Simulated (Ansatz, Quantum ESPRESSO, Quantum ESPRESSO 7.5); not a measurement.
## 2H-WS2, 1 layer: biaxial strain by an ASE script

Wanted: deformation of the bands of 2H-WS2, 1 layer, driven from Python.

Method: plane-wave DFT, PBE, GBRV ultrasoft pseudopotentials (geometry by Ansatz 0.2.0 with PAW datasets; geometry under PBE), in Quantum ESPRESSO 7.5.

**1. The structure**

The cell holds 3 atoms: 2 S and 1 W. Cell: a = 3.180 Å, b = 3.180 Å, c = 18.476 Å, α = 90.0°, β = 90.0°, γ = 120.0°. It derives from WS2. Vacuum lies along c.

**2. Geometry from Ansatz**

The geometry comes first, from a plane-wave PAW code, so that the later runs on this slab share one structure.

The input, input.yaml:

```yaml
crystal:
  lattice:
    - [3.18, 0.0, 0.0]
    - [-1.59, 2.753960784, 0.0]
    - [0.0, 0.0, 18.4756202324]
  atoms:
    - { symbol: S, position: [0.3333333333, 0.6666666667, 0.4059403639] }
    - { symbol: W, position: [0.0, 0.0, 0.5] }
    - { symbol: S, position: [0.3333333333, 0.6666666667, 0.5940596361] }
kpoints:
  mp_grid: { grid: [12, 12, 1] }
hamiltonian:
  xc: pbe
scf:
  occupations: { method: fermi_dirac, width: 0.05 }
  convergence: { dr2_threshold: 1.0e-08 }
efield:
  axis: 3
  dipole_correction: true
  ramp_position: 0.97
  ramp_width: 0.04
relax:
  f_tol: 0.01
  cell: { fix: [c, alpha, beta] }
output:
  write_potential: true
  write_density: true
  volumetric_format: npy
```

Started as:

```console
$ ansatz run input.yaml --threads 2 --pin off --max-ram 4096MiB --backend cpu --events-out ev --progress --plain --runs-dir out
```

Numbers of over 12 decimals in the logs are rounded to 6 here.

What it wrote:

```text
Warning: relax.cell: scf.convergence.dr2_threshold = 1e-8 eV is looser than the 3e-10 eV advised for a relaxation that steers and ends on the stress (1e-10 eV for each atom of the cell: 3). What an SCF threshold leaves in a stress goes as its square root, and in the free energy as the threshold itself, and one threshold admits the most on a small cell: [figures from the program's tests cut] Set scf.convergence.dr2_threshold to 3e-10 eV or tighter. The threshold is an SCF's pass mark: one that does not reach it within its budget of iterations ends unconverged, or closes short of it on a stop that the run arms, and scf.convergence.dr2_threshold's page says what that costs each kind of run
Engine: ansatz 0.2.0, aarch64-unknown-linux-gnu
Pseudopotentials: kind: paw
Pseudopotential: S, paw, valence charge 6, recommended cutoff 420 eV (normal), S.paw.azcp
Pseudopotential: W, paw, valence charge 14, recommended cutoff 420 eV (normal), W.paw.azcp
Functional definition: PBE
  parameter kappa = 0.804
  parameter beta = 0.066725
  exchange = pbe_x(kappa = kappa, mu = beta*pi^2/3)
  correlation = pbe_c(beta = beta)
Crystal: 3 atoms, lattice volume = 161.802 Å³
Basis set: ecut = 420 eV, 3181 PW (Γ), exchange–correlation on 48×48×250 points (8 copies of the dense FFT grid, shifted against one another)
Bands: 17, of which v1, the nominal top of the filled ones, is band 13 counted from 1 (12 counted from 0)
Symmetry: 6 space group operations
k-points: 19 of 144 (time reversal used)
Non-local potential: S, projectors of the file, l = 0: 2, l = 1: 2, l = 2: 2
Non-local potential: W, projectors of the file, l = 0: 3, l = 1: 2, l = 2: 2, l = 3: 1
PAW form: soft (Blöchl's): semilocal exchange-correlation on the pseudo side does not see the compensation charge
PAW one-centre angular grid: S, 110 points (default); XC on 64 Gauss nodes
PAW one-centre angular grid: W, 590 points (default); XC on 64 Gauss nodes
Initial density: superposition of atomic densities (neutral atoms: chi_scale 0, normalization atom), corrected by the library's trained network
Initial wavefunctions: pseudopotential atomic-orbital guess
Functional: x = pbe(κ = 0.804, μ = 0.219515), c = pbe(β = 0.066725)
SCF iter   1: F=—  HF=-12190.972612 eV  |F-HF|=—  |Δ(HF+E_count)|=         —  Δρ=3.02e-3  dr2=5.27e-3  ethr=1.77e-3  p=0.001 e·Å  D=7.11e-4 V/Å  ΔV_dip=-0.01 eV  dr2_dipole=5.22e-6  V_vac-E_F(+/−)=4.96/4.97 eV  ⟨swp⟩=9.4  Hψ=2184  notcnv=0
efield: sawtooth ramp at fractional position 0.9700 (set: `efield.ramp_position`, or a place that a band, a saddle search or an elastic batch's reference lends), width 0.0400; the density the first Hamiltonian is built on has a dipole p = 0.001 e·Å; the dipole correction subtracts the counter field D = 7.11e-4 V/Å, which shifts the + side's vacuum level by -0.01 eV against the − side's; the planar-averaged density in the ramp window peaks in size at 5.0e-5 e/Å³
preconditioner: auto → none  [insulator: Δε(μ)=1.417 eV  Ē_g=7.998 eV  σ=0.050 eV  W_gap=1.00  n_scr=10 (ndim 8)  ℏωp=12.4 eV  f_vac=0.620  D(μ)=0.00/eV (n_scr^D=0)  ε∞_Penn≈3.4]
SCF iter   2: F=—  HF=-12190.978970 eV  |F-HF|=—  |Δ(HF+E_count)|=   6.36e-3  Δρ=1.58e-3  dr2=2.51e-3  ethr=2.03e-5  p=-0.001 e·Å  D=-9.97e-4 V/Å  ΔV_dip=0.02 eV  dr2_dipole=1.03e-4  V_vac-E_F(+/−)=4.94/4.93 eV  ⟨swp⟩=2.4  Hψ=742  notcnv=0
SCF iter   3: F=—  HF=-12190.984491 eV  |F-HF|=—  |Δ(HF+E_count)|=   5.52e-3  Δρ=1.80e-3  dr2=3.07e-2  ethr=9.65e-6  p=0.008 e·Å  D=8.60e-3 V/Å  ΔV_dip=-0.16 eV  dr2_dipole=5.23e-3  V_vac-E_F(+/−)=4.74/4.89 eV  ⟨swp⟩=3.3  Hψ=756  notcnv=0  recentre
SCF iter   4: F=—  HF=-12190.981763 eV  |F-HF|=—  |Δ(HF+E_count)|=   2.73e-3  Δρ=5.88e-4  dr2=4.34e-3  ethr=9.65e-6  p=-0.004 e·Å  D=-3.95e-3 V/Å  ΔV_dip=0.07 eV  dr2_dipole=1.15e-3  V_vac-E_F(+/−)=4.89/4.82 eV  ⟨swp⟩=2.4  Hψ=556  notcnv=0
SCF iter   5: F=—  HF=-12190.981327 eV  |F-HF|=—  |Δ(HF+E_count)|=   4.36e-4  Δρ=2.25e-4  dr2=5.50e-5  ethr=9.65e-6  p=0.000 e·Å  D=2.37e-4 V/Å  ΔV_dip=-0.00 eV  dr2_dipole=4.57e-6  V_vac-E_F(+/−)=4.87/4.88 eV  ⟨swp⟩=2.0  Hψ=377  notcnv=0
SCF iter   6: F=—  HF=-12190.981368 eV  |F-HF|=—  |Δ(HF+E_count)|=   4.17e-5  Δρ=6.27e-5  dr2=2.14e-5  ethr=2.12e-7  p=-0.000 e·Å  D=-6.31e-5 V/Å  ΔV_dip=0.00 eV  dr2_dipole=2.81e-7  V_vac-E_F(+/−)=4.88/4.88 eV  ⟨swp⟩=3.0  Hψ=676  notcnv=0
SCF iter   7: F=—  HF=-12190.981370 eV  |F-HF|=—  |Δ(HF+E_count)|=   1.15e-6  Δρ=2.50e-5  dr2=3.57e-6  ethr=8.21e-8  p=-0.000 e·Å  D=-1.30e-5 V/Å  ΔV_dip=0.00 eV  dr2_dipole=3.20e-8  V_vac-E_F(+/−)=4.88/4.88 eV  ⟨swp⟩=1.2  Hψ=338  notcnv=0
SCF iter   8: F=—  HF=-12190.981259 eV  |F-HF|=—  |Δ(HF+E_count)|=   1.10e-4  Δρ=6.42e-6  dr2=1.73e-7  ethr=1.37e-8  p=-0.000 e·Å  D=-4.10e-6 V/Å  ΔV_dip=0.00 eV  dr2_dipole=6.07e-11  V_vac-E_F(+/−)=4.88/4.88 eV  ⟨swp⟩=2.0  Hψ=457  notcnv=0
SCF iter   9: F=-12190.981259 eV  HF=-12190.981259 eV  |F-HF|=5.54e-9  |Δ(HF+E_count)|=   9.49e-9  Δρ=1.29e-6  dr2=4.87e-9  ethr=3.85e-11  p=0.000 e·Å  D=3.64e-6 V/Å  ΔV_dip=-0.00 eV  dr2_dipole=1.20e-10  V_vac-E_F(+/−)=4.88/4.88 eV  ⟨swp⟩=9.2  Hψ=2561  notcnv=0
SCF 1 converged in 9 iterations: F = -12190.981259 eV  dr2 = 4.87e-9
  greatest PAW one-centre occupation: 1.000 electrons in one spin orbital (limit 2), on the W atom at site 1 (counted from 0), in its partial waves of l = 0
relax step   1: F+E_penalty+E_count = -12190.98125941 eV  Δ(F+E_penalty+E_count) = +0.000e0 eV  max|allowed force component| = 2.575e0 eV/Å  Δτ_max = 0.0000 Å  P = -4.608 GPa  Ω = 161.802 Å³  fix = [c, alpha, beta]  reactions: c -8.863 GPa  (9 SCF iters, accepted)
Crystal: 3 atoms, lattice volume = 161.806 Å³
Initial density: handed on by an earlier stage of this run
Initial wavefunctions: those handed on with the density
iter 1 solved again at ethr=8.50e-4 eV; its pass at ethr=3.10e-3 eV (dr2=2.21e-1 eV) is discarded
SCF iter   1: F=—  HF=-12191.466353 eV  |F-HF|=—  |Δ(HF+E_count)|=         —  Δρ=9.69e-3  dr2=2.40e-1  ethr=8.50e-4  p=0.000 e·Å  D=3.64e-6 V/Å  ΔV_dip=-0.00 eV  dr2_dipole=3.27e-13  V_vac-E_F(+/−)=4.99/4.99 eV  ⟨swp⟩=1.1  Hψ=2512  notcnv=0
efield: sawtooth ramp at fractional position 0.9700 (set: `efield.ramp_position`, or a place that a band, a saddle search or an elastic batch's reference lends), width 0.0400; the density the first Hamiltonian is built on has a dipole p = 0.000 e·Å; the dipole correction subtracts the counter field D = 3.64e-6 V/Å, which shifts the + side's vacuum level by -0.00 eV against the − side's; the planar-averaged density in the ramp window peaks in size at 2.1e-6 e/Å³
[...]
SCF iter   6: F=—  HF=-12191.435781 eV  |F-HF|=—  |Δ(HF+E_count)|=   2.75e-6  Δρ=3.59e-5  dr2=1.52e-5  ethr=5.16e-8  p=0.000 e·Å  D=3.06e-4 V/Å  ΔV_dip=-0.01 eV  dr2_dipole=4.53e-6  V_vac-E_F(+/−)=4.80/4.80 eV  ⟨swp⟩=2.2  Hψ=429  notcnv=0
SCF iter   7: F=—  HF=-12191.435778 eV  |F-HF|=—  |Δ(HF+E_count)|=   3.23e-6  Δρ=1.34e-5  dr2=1.99e-6  ethr=5.16e-8  p=0.000 e·Å  D=9.47e-5 V/Å  ΔV_dip=-0.00 eV  dr2_dipole=5.83e-7  V_vac-E_F(+/−)=4.80/4.80 eV  ⟨swp⟩=1.4  Hψ=330  notcnv=0
SCF iter   8: F=—  HF=-12191.435664 eV  |F-HF|=—  |Δ(HF+E_count)|=   1.14e-4  Δρ=2.49e-6  dr2=1.16e-8  ethr=7.64e-9  p=0.000 e·Å  D=1.79e-6 V/Å  ΔV_dip=-0.00 eV  dr2_dipole=1.90e-9  V_vac-E_F(+/−)=4.80/4.80 eV  ⟨swp⟩=2.0  Hψ=374  notcnv=0
SCF iter   9: F=-12191.435664 eV  HF=-12191.435664 eV  |F-HF|=4.46e-9  |Δ(HF+E_count)|=   8.38e-9  Δρ=7.39e-7  dr2=3.74e-9  ethr=3.85e-11  p=0.000 e·Å  D=4.99e-6 V/Å  ΔV_dip=-0.00 eV  dr2_dipole=1.22e-9  V_vac-E_F(+/−)=4.80/4.80 eV  ⟨swp⟩=10.9  Hψ=2343  notcnv=0
SCF 3 converged in 9 iterations: F = -12191.435664 eV  dr2 = 3.74e-9
relax step   3: F+E_penalty+E_count = -12191.43566395 eV  Δ(F+E_penalty+E_count) = -1.834e-2 eV  max|allowed force component| = 1.446e-1 eV/Å  Δτ_max = 0.0344 Å  P = -0.335 GPa  Ω = 162.960 Å³  energy of the carried Pulay correction = -5.824e-5 eV  fix = [c, alpha, beta]  reactions: c -0.450 GPa  (9 SCF iters, accepted)
[...]
relax step   4: F+E_penalty+E_count = -12191.43692113 eV  Δ(F+E_penalty+E_count) = -1.257e-3 eV  max|allowed force component| = 7.790e-3 eV/Å  Δτ_max = 0.0056 Å  P = -0.007 GPa  Ω = 162.513 Å³  energy of the carried Pulay correction = -3.583e-5 eV  fix = [c, alpha, beta]  reactions: c -0.025 GPa  (7 SCF iters, accepted)
Initial wavefunctions: pseudopotential atomic-orbital guess (no wavefunctions were taken with the density)
iter 1 solved again at ethr=1.78e-7 eV; its pass at ethr=3.10e-3 eV (dr2=4.62e-5 eV) is discarded
SCF iter   1: F=—  HF=-12191.436899 eV  |F-HF|=—  |Δ(HF+E_count)|=         —  Δρ=1.98e-5  dr2=2.12e-8  ethr=1.78e-7  p=-0.000 e·Å  D=-3.57e-7 V/Å  ΔV_dip=0.00 eV  dr2_dipole=2.55e-11  V_vac-E_F(+/−)=4.80/4.80 eV  ⟨swp⟩=4.4  Hψ=3460  notcnv=0
efield: sawtooth ramp at fractional position 0.9700 (set: `efield.ramp_position`, or a place that a band, a saddle search or an elastic batch's reference lends), width 0.0400; the density the first Hamiltonian is built on has a dipole p = -0.000 e·Å; the dipole correction subtracts the counter field D = -3.57e-7 V/Å, which shifts the + side's vacuum level by +0.00 eV against the − side's; the planar-averaged density in the ramp window peaks in size at 2.0e-6 e/Å³
eigensolver tolerance schedule: the retry pair's looser diagonalisation over-reported the residual by 2171.56 of it (diagonalisation noise at 0.14 of the residual, at the tolerance the schedule requests for it); recorded, not acted on — ethr = c·dr2/N_el stays at c = 1.0e-1
preconditioner: auto → none  [insulator: Δε(μ)=1.812 eV  Ē_g=8.677 eV  σ=0.050 eV  W_gap=1.00  n_scr=10 (ndim 8)  ℏωp=12.4 eV  f_vac=0.638  D(μ)=0.00/eV (n_scr^D=0)  ε∞_Penn≈3.0]
SCF iter   2: F=—  HF=-12191.436910 eV  |F-HF|=—  |Δ(HF+E_count)|=   1.09e-5  Δρ=9.92e-6  dr2=1.42e-8  ethr=8.17e-11  p=0.000 e·Å  D=3.41e-6 V/Å  ΔV_dip=-0.00 eV  dr2_dipole=1.68e-9  V_vac-E_F(+/−)=4.80/4.80 eV  ⟨swp⟩=4.1  Hψ=849  notcnv=0
SCF iter   3: F=—  HF=-12191.436941 eV  |F-HF|=—  |Δ(HF+E_count)|=   3.07e-5  Δρ=5.70e-6  dr2=1.07e-7  ethr=3.85e-11  p=-0.000 e·Å  D=-2.57e-5 V/Å  ΔV_dip=0.00 eV  dr2_dipole=2.77e-8  V_vac-E_F(+/−)=4.80/4.80 eV  ⟨swp⟩=14.1  Hψ=2793  notcnv=0  recentre
SCF iter   4: F=-12191.436960 eV  HF=-12191.436953 eV  |F-HF|=7.94e-6  |Δ(HF+E_count)|=   1.16e-5  Δρ=2.78e-6  dr2=7.50e-9  ethr=3.85e-11  p=0.000 e·Å  D=3.73e-6 V/Å  ΔV_dip=-0.00 eV  dr2_dipole=1.64e-9  V_vac-E_F(+/−)=4.80/4.80 eV  ⟨swp⟩=8.5  Hψ=2445  notcnv=0
SCF 5 converged in 4 iterations: F = -12191.436960 eV  dr2 = 7.50e-9
relax step   5: F+E_penalty+E_count = -12191.43696046 eV  Δ(F+E_penalty+E_count) = -3.933e-5 eV  max|allowed force component| = 7.803e-3 eV/Å  Δτ_max = 0.0000 Å  P = -0.005 GPa  Ω = 162.513 Å³  fix = [c, alpha, beta]  reactions: c -0.024 GPa  stress off target by 3.87e-3 GPa on what of the cell is left free  SCF on the basis re-selected at this cell (its energy is not comparable with the rows above)  (4 SCF iters)
basis re-selected at this cell: Δ(F+E_penalty+E_count) = -3.933e-5 eV, ΔP = +0.001 GPa vs the last step (what re-selecting the basis moved, of the pressure what is left beyond the Pulay correction that the steps carried, after the strain that the cell walked since its last selection, with what the two solves' SCF thresholds leave and, on support functions, any second-order correction that the steps lacked; it is no m [...]
WARN: The input density's exchange-correlation potential varies sharply where the density is thin. Do not read a vacuum level from v_tot or v_xc, or from such a field of the output density. On a cell that repeats whose density bears no net charge and no dipole along the vacuum's axis use v_es (v_loc + v_h of the components); under efield.dipole_correction with no amplitude use v_es + v_field, which holds any external [...]
SCF converged after 4 iterations
Free energy (F): -12191.436960 eV
Harris-Foulkes:  -12191.436953 eV  (|F-HF|=7.94e-6)
Internal energy: -12191.436960 eV  (E = F + TS)
E sigma→0 (E₀):  -12191.436960 eV
Fermi energy:    0.707772 eV
Dipole field:    D = -0.000057 V/Å  (p = -0.000051 e·Å, saw-weighted, corrected)
Work function:   Φ+ = 4.8009 eV   Φ− = 4.7998 eV
Levels:          The Fermi level and band energies are counted from a zero that moves with the ramp; work functions are not
--- Per-component energies (eV) ---
  E_band       = -479.134013
  E_kinetic    = 664.985113
  E_local      = -14016.162996  (includes V_loc(G=0)·N_el)
  E_nonlocal   = 57.242404
  E_hartree    = 6682.059123
  E_xc         = -461.625372
  E_vxc        = -414.300991  (∫ρ·V_xc dr)
  E_paw        = -9763.055852  (= ΣΔE_a)
  E_vpaw       = -135.019790  (= ΣTr[D̂ρ^β])
  E_aug_tail   = -0.000059  (compensation charges beyond the density's cutoff)
  E_efield     = 0.000000  (sawtooth field / dipole correction)
  E_vefield    = 0.000272  (∫n·V_field dr)
  E_ewald      = 4645.120678
  E_smearing   = -0.000000  (= −TS)
  E_closure    = 0.000000  (closes the sum)
  Σ components = -12191.436960   (vs F -12191.436960, Δ=0.00e0)
--- Forces (eV/Å), atoms counted from 1 ---
  atom   1  S      0.00000000    -0.00000000     0.00779536
  atom   2  W      0.00000000     0.00000000     0.00002246
  atom   3  S      0.00000000    -0.00000000    -0.00779623
  max |Σ_I F_I| component: 2.16e-5 eV/Å
--- Stress (GPa, compression-positive) ---
        0.003874       0.000000       0.000000
        0.000000       0.003874       0.000000
        0.000000       0.000000      -0.024052
  P = ⅓ Tr σ = -0.0054 GPa (-0.054 kbar)
--- Band table (eV; the first three rows and the last of 19) ---
  k-point 0: bands = [... 9 lower, -2.3097, -1.8224, -1.8224, -0.2510, 2.6642, 2.6642, 2.8115, 2.8115]
  k-point 1: bands = [... 9 lower, -2.7102, -2.0006, -1.6207, -0.3092, 2.5359, 2.5651, 2.7107, 2.8756]
  k-point 2: bands = [... 9 lower, -2.6291, -2.4165, -1.6085, -0.5716, 2.1444, 2.4924, 2.5795, 3.3615]
  k-point 18: bands = [... 9 lower, -4.0820, -3.4360, -2.5728, -0.2101, 1.6023, 3.1260, 3.7999, 5.2795]
--- Relaxed structure (4 steps of the walk, 4 accepted, 1 SCFs on fresh bases) ---
  F+E_penalty+E_count = -12191.43696046 eV   max|allowed force component| = 7.803e-3 eV/Å   (the final SCF, on the basis selected at the relaxed cell)
  cell:  # Å, volume = 162.5133 Å³
    - [3.186982, 0.0, 0]
    - [-1.593491, 2.760007, 0]
    - [0, 0, 18.4756202324]
  atoms:
    - { symbol: S, position: [0.333333, 0.666667, 0.414930] }
    - { symbol: W, position: [0, -2.8783559898885975e-17, 0.500000] }
    - { symbol: S, position: [0.333333, 0.666667, 0.585070] }
```

Elapsed: 11 s, on 2 threads of Arm Neoverse V2, shared host; peak memory 0.39 GiB.

The steps of the relaxation:

```tsv
step	energy less that of the first step (eV)	largest force component (eV/Å)	pressure (GPa)	volume (Å³)
1	0.0000	2.5753	-4.61	161.80
2	-0.4361	0.6279	1.26	161.81
3	-0.4544	0.1446	-0.34	162.96
4	-0.4557	0.0078	-0.01	162.51
5*	-0.4557	0.0078	-0.01	162.51
```

Relaxation steps marked * repeat the geometry before them on a plane-wave basis chosen anew for their cell, so energy and pressure can jump there.

Forces are held to the 6 operations that the run works with; a distortion that breaks them can't arise in this run.

```tsv
cell as run	before	after	change
a (Å)	3.180	3.187	+0.2 %
b (Å)	3.180	3.187	+0.2 %
```

The atoms that moved most (Å, along periodic axes as changes of fractional coordinates times the final cell, across vacuum about the mean position):

```tsv
atom	dx	dy	dz	length
S3	0.000	0.000	-0.166	0.166
S1	0.000	0.000	0.166	0.166
```

The relaxed structure:

```xyz
3
Lattice="3.1870 0.0000 0.0000 -1.5935 2.7600 0.0000 0.0000 0.0000 18.4756" Properties=species:S:1:pos:R:3
S     0.0000    1.8400    7.6661
W     0.0000    0.0000    9.2378
S     0.0000    1.8400   10.8095
```

This step gave:

- free energy: -12191.4370 eV
- Fermi energy: 0.7078 eV
- gap by band count: 1.812 eV
- symmetry operations: 6
- dipole along the normal: -5.09e-5 e·Å
- vacuum level at the upper face over a Fermi level inside the gap: 4.801 eV
- vacuum level at the lower face over a Fermi level inside the gap: 4.800 eV

(Continued in part 2 of 2.)

[Logs are printed without paths, hosts, clocks, repeated set-up lines and the standing remarks that a program may print on its own settings, such as how far it seeks lower states.]

[Hosts, paths, dates, database ids (printed as entryN), source tags and the programs' standing remarks are cut or masked in the printed files.]

[Maps of the electrostatic potential energy from Ansatz leave out the sawtooth potential of an applied field or a dipole correction, so their vacuum need not be flat; planar profiles and work functions include it.]
